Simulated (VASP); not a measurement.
# Zn (Im-3m) in VASP: further runs

One crystal, Zn, is run at these levels: LDA; tasks: single point.

Everything below comes from runs of VASP 6.6.1. Logs are shortened: lines on timing, memory, paths and dates and some standing lists are left out, and cuts for length are marked.

## Step 1: The structure

The structure is cubic, space group Im-3m (No. 229). Conventional cell: a = 3.138 Å, b = 3.138 Å, c = 3.138 Å, α = 90.00°, β = 90.00°, γ = 90.00°. Zn (site symmetry m-3m) is surrounded by 8 Zn at 2.72 Å.

This isn't the form of Zn at room conditions, which is hcp.

## Step 2: Single point, LDA

INCAR reads:

```
SYSTEM = Zn
PREC = Accurate
ENCUT = 340
EDIFF = 1E-7
ISMEAR = -1
SIGMA = 0.15
LREAL = .False.
LASPH = .True.
NELM = 100
ALGO = Normal
ISIF = 2
LWAVE = .False.
LCHARG = .False.
NBANDS = 12
ADDGRID = .False.
```

KPOINTS reads:

```
Automatic mesh
0
Gamma
  11 11 11
  0 0 0
```

POSCAR reads:

```
Zn
1.0
   -1.5690370000      1.5690370000      1.5690370000
    1.5690370000     -1.5690370000      1.5690370000
    1.5690370000      1.5690370000     -1.5690370000
Zn
1
Direct
    0.0000000000      0.0000000000      0.0000000000
```

Potentials or basis: VASP PAW LDA potentials, release 64 (Zn).

The run is started by

```
$ cat potpaw_LDA.64/Zn/POTCAR > POTCAR
$ mpirun -np 1 vasp_std > vasp.out
```

OUTCAR:

```text
SYSTEM = Zn
   PREC = Accurate
   ENCUT = 340
   EDIFF = 1E-7
   ISMEAR = -1
   LREAL = .False.
   LASPH = .True.
   NELM = 100
   ISIF = 2

 Found     56 irreducible k-points:

 Following reciprocal coordinates:
            Coordinates               Weight
  0.000000  0.000000  0.000000      1.000000
  0.090909  0.000000  0.000000     12.000000
  0.181818  0.000000  0.000000     12.000000
  0.272727  0.000000  0.000000     12.000000
  0.363636  0.000000  0.000000     12.000000
  0.454545  0.000000  0.000000     12.000000
   k-points           NKPTS =     56   k-points in BZ     NKDIM =     56   number of bands    NBANDS=     12
   number of dos      NEDOS =    301   number of ions     NIONS =      1
   total plane-waves  NPLWV =   4096
   dimension x,y,z NGX =    16 NGY =   16 NGZ =   16
   dimension x,y,z NGXF=    32 NGYF=   32 NGZF=   32
   ions per type =               1
   NGX,Y,Z   is equivalent  to a cutoff of   9.79,  9.79,  9.79 a.u.
   NGXF,Y,Z  is equivalent  to a cutoff of  19.58, 19.58, 19.58 a.u.
 SYSTEM =  Zn
   PREC   = accura    normal or accurate (medium, high low for compatibility)
   ISTART =      0    job   : 0-new  1-cont  2-samecut
   ICHARG =      2    charge: 1-file 2-atom 10-const
   ISPIN  =      1    spin polarized calculation?
   LNONCOLLINEAR =      F non collinear calculations
   LSORBIT =      F    spin-orbit coupling
   LASPH  =      T    aspherical Exc in radial PAW
   ENCUT  =  340.0 eV  24.99 Ry    5.00 a.u.   4.09  4.09  4.09*2*pi/ulx,y,z
   NELM   =    100;   NELMIN=  2; NELMDL= -5     # of ELM steps
   EDIFF  = 0.1E-06   stopping-criterion for ELM
   LREAL  =      F    real-space projection
   EDIFFG = 0.1E-05   stopping-criterion for IOM
   NSW    =      0    number of steps for IOM
   IBRION =     -1    ionic relax: 0-MD 1-quasi-New 2-CG
   NFREE  =      0    steps in history (QN), initial steepest desc. (CG)
   ISIF   =      2    stress and relaxation
   ISYM   =      2    0-nonsym 1-usesym 2-fastsym
   POTIM  = 0.5000    time-step for ionic-motion
   TEBEG  =    0.0;   TEEND  =   0.0 temperature during run
   PSTRESS=    0.0 pullay stress
   NELECT =      12.0000    total number of electrons
   NUPDOWN=      -1.0000    fix difference up-down
   EMIN   =  10.00;   EMAX   =-10.00  energy-range for DOS
   EFERMI =   0.00;   METHOD = LEGACY
   ISMEAR =    -1;   SIGMA  =   0.15  broadening in eV -4-tet -1-fermi 0-gaus
   EFERMI_NEDOS =   21; number of points for ismear=-14 and -15
   IALGO  =     38    algorithm
   IMIX   =      4    mixing-type and parameters
     AMIX     =   0.40;   BMIX     =  1.00
     AMIX_MAG =   1.60;   BMIX_MAG =  1.00
  volume/ion in A,a.u.               =      15.45       104.27
  Fermi-wavevector in a.u.,A,eV,Ry     =   1.504811  2.843681 30.809811  2.264457
  Thomas-Fermi vector in A             =   2.615742
   LORBIT       =      0    0 simple, 1 ext, 2 COOP (PROOUT), +10 PAW based schemes
   GGA     = CA    functional components
   LHFCALC =     F    Hartree Fock is set to
   AEXX    =    0.0000 exact exchange contribution
   IVDW    =     0    specifies the selected vdW correction
   LEPSILON=     F    determine dielectric tensor
   LRPA    =     F    only Hartree local field effects (RPA)
 non-spin polarized calculation
  energy-cutoff  :      340.00
  volume of cell :       15.45
 maximum number of plane-waves:       236
   NGX =  9   NGY =  9   NGZ =  9

 number of electron      11.9999917 magnetization

 Free energy of the ion-electron system (eV)
  ---------------------------------------------------
  ext. energy  EPLUGINS =         0.00000000
  ---------------------------------------------------
  free energy    TOTEN  =        -1.74179402 eV

  energy without entropy =       -1.71764210  energy(sigma->0) =       -1.72971806

 E-fermi :   2.7891     XC(G=0): -11.8188

 val. band max:        2.7298197967   @ k =   0.4545   0.0000   0.0000
 cond. band min:       2.9456035440   @ k =  -0.4545   0.4545   0.0909
 fundamental gap:      0.2157837473
 Fermi energy:         2.7890986496

 k-point     1 :       0.0000    0.0000    0.0000
  band No.  band energies     occupation
      1      -7.4894      2.00000
      2      -4.9683      2.00000
      3      -4.9683      2.00000
      4      -4.9683      2.00000
      5      -4.4638      2.00000
      6      -4.4638      2.00000
      7      21.5704      0.00000
      8      21.5704      0.00000
      9      21.5704      0.00000
     10      23.6937      0.00000
     11      23.6937      0.00000
     12      23.6937      0.00000

 k-point     2 :       0.0909    0.0000    0.0000
  band No.  band energies     occupation
      1      -7.2301      2.00000
      2      -4.9922      2.00000
      3      -4.9616      2.00000
      4      -4.9071      2.00000
      5      -4.4856      2.00000
      6      -4.4624      2.00000
      7      18.5947      0.00000
      8      20.0388      0.00000
      9      20.6012      0.00000
     10      22.1459      0.00000
     11      22.1593      0.00000
     12      23.3980      0.00000

 k-point     3 :       0.1818    0.0000    0.0000
  band No.  band energies     occupation
      1      -6.4986      2.00000
      2      -5.0558      2.00000
      3      -4.9155      2.00000
      4      -4.7400      2.00000
      5      -4.5235      2.00000
      6      -4.4578      2.00000
      7      14.0744      0.00000
      8      17.8740      0.00000
      9      18.7863      0.00000
     10      20.5638      0.00000
     11      21.1207      0.00000
     12      24.0998      0.00000

 k-point     4 :       0.2727    0.0000    0.0000
  band No.  band energies     occupation
      1      -5.7093      2.00000
      2      -5.1390      2.00000
      3      -4.5384      2.00000
      4      -4.5111      2.00000
      5      -4.4497      2.00000
      6      -4.4352      2.00000
      7       9.8266      0.00000
      8      16.0509      0.00000
      9      17.2210      0.00000
     10      19.3868      0.00000
     11      20.3409      0.00000
     12      25.4963      0.00000

 k-point     5 :       0.3636    0.0000    0.0000
  band No.  band energies     occupation
      1      -5.5632      2.00000
      2      -5.2148      2.00000
      3      -4.5144      2.00000
      4      -4.4405      2.00000
      5      -4.2896      2.00000
      6      -2.8232      2.00000
      7       6.0016      0.00000
      8      14.7467      0.00000
      9      16.1250      0.00000
     10      18.6230      0.00000
     11      19.8399      0.00000
     12      27.4213      0.00000

 k-point     6 :       0.4545    0.0000    0.0000
  band No.  band energies     occupation
      1      -5.5913      2.00000
      2      -5.2599      2.00000
      3      -4.4951      2.00000
      4      -4.4342      2.00000
      5      -4.1524      2.00000
      6      -0.5758      2.00000
      7       2.7298      1.19506
      8      14.0639      0.00000
      9      15.5639      0.00000
     10      18.2449      0.00000
     11      19.6027      0.00000
     12      29.6666      0.00000

 [... further k-points ...]

------------------------ aborting loop because EDIFF is reached ----------------------------------------

  FORCE on cell =-STRESS in cart. coord.  units (eV):
  Direction    XX          YY          ZZ          XY          YZ          ZX
  --------------------------------------------------------------------------------------
  -------------------------------------------------------------------------------------
  Total       -0.8402247     -0.8402247     -0.8402247     -0.0000000      0.0000000     -0.0000000
  in kB      -87.1257357    -87.1257357    -87.1257357     -0.0000000      0.0000000     -0.0000000
  external PRESSURE =     -87.1257357 kB  Pullay stress =       0.0000000 kB

 VOLUME and BASIS-vectors are now :
 -----------------------------------------------------------------------------
  energy-cutoff  :      340.00
  volume of cell :       15.45
      direct lattice vectors                 reciprocal lattice vectors
    -1.569037000  1.569037000  1.569037000     0.000000000  0.318666800  0.318666800
     1.569037000 -1.569037000  1.569037000     0.318666800  0.000000000  0.318666800
     1.569037000  1.569037000 -1.569037000     0.318666800  0.318666800  0.000000000

 POSITION                                       TOTAL-FORCE (eV/Angst)
 -----------------------------------------------------------------------------------
      0.00000      0.00000      0.00000        -0.000000     -0.000000      0.000000
 -----------------------------------------------------------------------------------
    total drift:                                0.000000      0.000000      0.000000

  FREE ENERGIE OF THE ION-ELECTRON SYSTEM (eV)
  ---------------------------------------------------
  free  energy   TOTEN  =        -1.7417940207 eV

  energy  without entropy=       -1.7176420960  energy(sigma->0) =       -1.72971806
```

It took 2.2 s on 1 thread of Intel Xeon Platinum 8488C (Sapphire Rapids), shared host; peak memory 0.11 GiB.

These settings aren't checked as converged: the numbers below hold their error.

What came out:

* Free energy: -1.7418 eV
* Pressure: -8.7 GPa
* Band gap on the k mesh: none (metal or under the smearing width)

Caveat: the cutoff is under 1.25 times the usual one of these potentials, so pressure, stress and relaxed cells hold a basis-set (Pulay) error.

## Step 3: Single point, LDA

Changes to INCAR since step 2:

```diff
@@ -2,3 +2,3 @@
 PREC = Accurate
-ENCUT = 340
+ENCUT = 520
 EDIFF = 1E-7
```

KPOINTS reads:

```
Automatic mesh
0
Gamma
  9 9 9
  0 0 0
```

POSCAR is that of step 2.

Potentials or basis: VASP PAW LDA potentials, release 64 (Zn).

The run is started by

```
$ cat potpaw_LDA.64/Zn/POTCAR > POTCAR
$ mpirun -np 1 vasp_std > vasp.out
```

Wall time 3.4 s (1 thread of Intel Xeon Platinum 8488C (Sapphire Rapids), shared host); peak memory 0.11 GiB.

The run converged, but some of its settings lie outside the range that counts as converged, so its numbers aren't taken as properties of the crystal.

Results:

* Free energy: -1.7286 eV
* Pressure: -7.7 GPa
* Band gap on the k mesh: none (metal or under the smearing width)

## Step 4: Single point, LDA

Changes to INCAR since step 3:

```diff
@@ -2,3 +2,3 @@
 PREC = Accurate
-ENCUT = 520
+ENCUT = 280
 EDIFF = 1E-7
```

KPOINTS reads:

```
Automatic mesh
0
Gamma
  13 13 13
  0 0 0
```

POSCAR is that of step 3.

The run is started by

```
$ cat potpaw_LDA.64/Zn/POTCAR > POTCAR
$ mpirun -np 1 vasp_std > vasp.out
```

Wall time 2.7 s (1 thread of Intel Xeon Platinum 8488C (Sapphire Rapids), shared host); peak memory 0.11 GiB.

These settings aren't checked as converged: the numbers below hold their error.

What came out:

```
Free energy            : -1.7393 eV
Band gap on the k mesh : none (metal or under the smearing width)
```

Caveat: the cutoff is under 1.25 times the usual one of these potentials, so pressure, stress and relaxed cells hold a basis-set (Pulay) error.
